**Question.** Hexagonal germanium keeps the four bonds per atom of the cubic crystal but stacks its layers differently. The table follows its gap as the cell expands. The shortest distance d is the bond length, and the least direct gap compares filled and empty levels at one wave vector.

Ansatz 0.2.0, HSE06 with PAW and plane waves: hexagonal germanium (P6_3/mmc, 4 atoms per cell) at strained r2SCAN geometries, without spin polarisation or spin–orbit coupling. The cutoff is 420 eV, the k mesh 6×6×4 and the Fermi–Dirac smearing width 0.02 eV. Gaps are the least found over the mesh and the named k points.

```csv
volume (Å³/atom),c/a,shortest distance (Å),band gap (eV),least direct gap (eV)
20.182,1.6492,2.355,0.724,0.744
20.819,1.6492,2.380,0.650,0.650
21.143,1.6492,2.392,0.604,0.604
21.470,1.6492,2.404,0.558,0.558
22.134,1.6492,2.428,0.468,0.468
22.811,1.6492,2.452,0.380,0.380
22.898,1.6555,2.454,0.409,0.409
23.502,1.6492,2.477,0.294,0.294
24.207,1.6492,2.501,0.090,0.090
24.926,1.6492,2.525,0.000,0.000
25.659,1.6492,2.550,0.000,0.000
```

Among the rows of equal c/a, the least direct gap shrinks almost evenly up to 23.502 Å³/atom. It then drops sharply and vanishes. Three explanations are offered:

- **A.** Longer bonds weaken every coupling between atoms, and the gap shrinks in proportion, as 1/d².
- **B.** One empty level approaches the valence top at a constant rate in ln V, where V is the volume.
- **C.** Two empty levels approach at different rates and change places.

Decide between them, and say what the zero gap means. The same calculation also gives the occupation f (at most 2) of the second-lowest empty level at Γ, the centre of the Brillouin zone, and the Fermi level E_F above the valence top:

- volume 22.811: f = 2.64 × 10⁻¹¹, E_F = 0.197 eV
- volume 24.207: f = 7.86 × 10⁻⁴, E_F = 0.053 eV

With the smearing width w = 0.02 eV, the height of the level above the valence top is E = E_F + w ln(2/f − 1).

**Model answer.** Explanation A sounds natural but fails at both ends. Matched to the gap at 22.811, it gives 0.41 eV at the smallest volume and 0.35 eV at the largest, where the table has 0.724 and 0. A gap is a small difference between large energies. It can therefore change far more than the couplings do, and each level must be followed separately.

Explanation B works well at first. A straight line in ln V, fitted to the six rows of equal c/a from 20.819 to 23.502, has a slope of −2.9 eV. Continued to 24.207, however, it predicts 0.21 eV, where the computed gap is only 0.09 eV. It would also leave a small gap in the last two rows.

The occupations show what went wrong. At 24.207 the formula puts the *second* empty level at 0.21 eV, just where the line of B expects the lowest one. The old level has kept to its course, and another has slipped beneath it. This is explanation C.

The newcomer was the second level at 22.811, 0.698 eV above the valence top, and is the lowest at 24.207. These two heights fix its rate, and the next row, which played no part in fixing it, can be estimated:

rate = (0.090 − 0.698) / ln(24.207/22.811) ≈ −10.2 eV

E(24.926) = 0.698 − 10.2 × ln(24.926/22.811) ≈ −0.21 eV

The negative sign means that the level has sunk below the old valence top. That top is a pair of levels which symmetry keeps at equal energy. The sunken level takes two electrons, so the pair keeps two electrons for four places. Its filled and empty parts then have the same energy, and the gap is zero. The calculation indeed finds the touching levels degenerate in both zero-gap rows, whereas a chance meeting of two levels would occur at a single volume.

The different rates follow from the bonding, as cubic germanium illustrates. Its s-like antibonding level at Γ changes sign across every bond, so stretching the bonds relieves it strongly. The level at L, on the zone boundary, mixes s and p character and responds about a third as fast (a rough, recalled ratio). Hexagonal stacking folds one L level onto Γ, which makes it the natural candidate for the slow level here. The analogy explains the order of the rates but not the heights, because the stacking shifts the levels.

**Remarks on the reasoning.** The good fit of B over six rows showed only that one level stayed lowest there. It also holds for one cell shape only: the row at 22.898, stretched along c alone, lies about 0.04 eV above the line. That row carries a warning that its gap may close between the k points sampled. A measured or computed strain coefficient of a gap carries the same condition. Expansion favours the level with the strongest s-antibonding character, while compression brings forward levels that fall slowly on expansion or even rise. At the smallest volume the lowest empty level is no longer at Γ but at M, on the zone boundary. That level moves the other way: it lies at 0.724 eV there, and its occupation puts it near 0.91 eV at 22.811.

The fast rate was drawn through the row at 24.207, where levels at Γ are partly filled by the smearing and a hybrid functional responds to such filling. A row with a clear gap checks it. At 23.502 the Fermi level lies 0.154 eV above the valence top, and the holes it leaves in the pair slightly outnumber the electrons in the lowest empty level. If the surplus sits in the second level at Γ, the formula puts that level at about 0.396 eV, against 0.393 on the fast line. From 22.811 this is a fall of about 10.1 eV per unit of ln V, so the filling at 24.207 has shifted the rate little. The two zero-gap rows carry a warning of their own: the hybrid calculation is unchecked for such metallic states. Within the calculation, though, the same bookkeeping backs the picture. The Fermi level sits just under the pair, and the electrons the pair lacks place the next level at 0.119 and 0.040 eV, where the slow line gives 0.120 and 0.035. The slow level is still above the pair, so the one that sank is the fast one.

The closing volume is also uncertain. The two-level model puts it near 24.4 Å³/atom, but the calculation leaves out spin–orbit coupling, which would raise the valence top by roughly 0.1 eV. That would move the closing to about 24.2, close to the last row with a gap. On the same rough shift the slow level too would be expected below the valence top in the last row. The coupling would also split the degenerate pair, so the exact touching need not survive.

The printed output after this text compares all three explanations row by row.

Output of the analysis:

```
fit of least_direct_gap on 6 rows ((vol > 20.5) & (vol < 24) & (c_a < 1.652)): constant 0.3806 +/- 0.00055, coefficient of lnv -2.939 +/- 0.0097; rms 0.000826, worst 23.502 -0.00112, leave-one-out rms 0.00148
  rows outside the fit (model, value, miss): 20.182 0.7404, 0.744, -0.00359; 22.898 0.3694, 0.409, -0.0396; 24.207 0.206, 0.09, 0.116; 24.926 0.12, 0, 0.12; 25.659 0.03485, 0, 0.0348
Gap and level heights above the valence top in eV:
     row  computed gap  1/d2 scaling  slow level  fast level  two-level gap
  20.182         0.724        0.4119      0.7404        1.95         0.7404
  20.819          0.65        0.4033      0.6491       1.632         0.6491
  21.143         0.604        0.3993      0.6037       1.474         0.6037
   21.47         0.558        0.3953      0.5586       1.317         0.5586
  22.134         0.468        0.3875      0.4691       1.006         0.4691
  22.811          0.38          0.38      0.3806      0.6978         0.3806
  22.898         0.409        0.3794      0.3694      0.6589         0.3694
  23.502         0.294        0.3724      0.2929      0.3926         0.2929
  24.207          0.09        0.3653       0.206     0.09037        0.09037
  24.926             0        0.3583        0.12      -0.209              0
  25.659             0        0.3514     0.03485     -0.5054              0
Fall of the gap from 22.811 to 23.502 (eV): 0.086
Fall of the gap from 23.502 to 24.207 (eV): 0.204
Second empty level at Gamma in 22.811, from occupations (eV): 0.6978
Second empty level at Gamma in 24.207, from occupations (eV): 0.2097
Slow line less that second level in 24.207 (eV): -0.003623
Least height of the second level in 21.143 (eV): 1.059
Least fall rate of the fast level, 21.143 to 22.811 (eV per unit of ln V): 4.762
Rate of the fast level, 22.811 to 24.207 (eV per unit of ln V): -10.23
Ratio of fast to slow rate: 3.48
Volume where the two empty levels cross (A^3/atom): 23.83
Volume where the fast level meets the valence top (A^3/atom): 24.42
The same with the valence top raised by a rough 0.1 eV (A^3/atom): 24.18
```
